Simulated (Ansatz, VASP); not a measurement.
**RbBr in VASP and in Ansatz**

```
Rb Br
1.0
     4.01604    0.00000    0.00000
     0.00000    4.01604    0.00000
     0.00000    0.00000    4.07017
Rb Br
1 1
Direct
  0.92062 0.00000 0.00000
  0.58491 0.50000 0.50000
```

Change from the starting cell: mode 4 frozen in at -0.346 Å, equal normal strain along x and y -0.0133.

Alike in both runs: task single point; functional PBEsol; k mesh 6 × 6 × 6; occupations gaussian, width 0.05 eV; no spin polarisation.

|  | VASP | Ansatz |
| --- | --- | --- |
| version | VASP 6.6.1 | Ansatz 0.2.0 |
| potentials or method | VASP PAW PBE potentials, release 64 (Rb_sv, Br) | scalar-relativistic, plane waves, PAW |
| plane-wave cutoff (eV) | 520 | 420 |
| valence electrons in the cell | 16 | 16 |

|  | VASP | Ansatz | Ansatz less VASP |
| --- | --- | --- | --- |
| gap on the k mesh at the Fermi level (eV) | 4.15 | 4.15 | +0.001 |
| least direct gap on the mesh (eV) | 4.30 | 4.30 | +0.002 |
| pressure (GPa) | 3.2 | 3.1 | -0.09 |
| largest component of the traceless stress (GPa) | 1.21 | 1.18 | -0.031 |
| rms of the force components (eV/Å) | 0.408 | 0.401 | -0.0066 |

Atom by atom the forces differ by 0.007 eV/Å (rms over components).

Caveats: the PAW data sets were made with another functional, which shifts forces and pressure a little (VASP). A k mesh can miss the band edges.
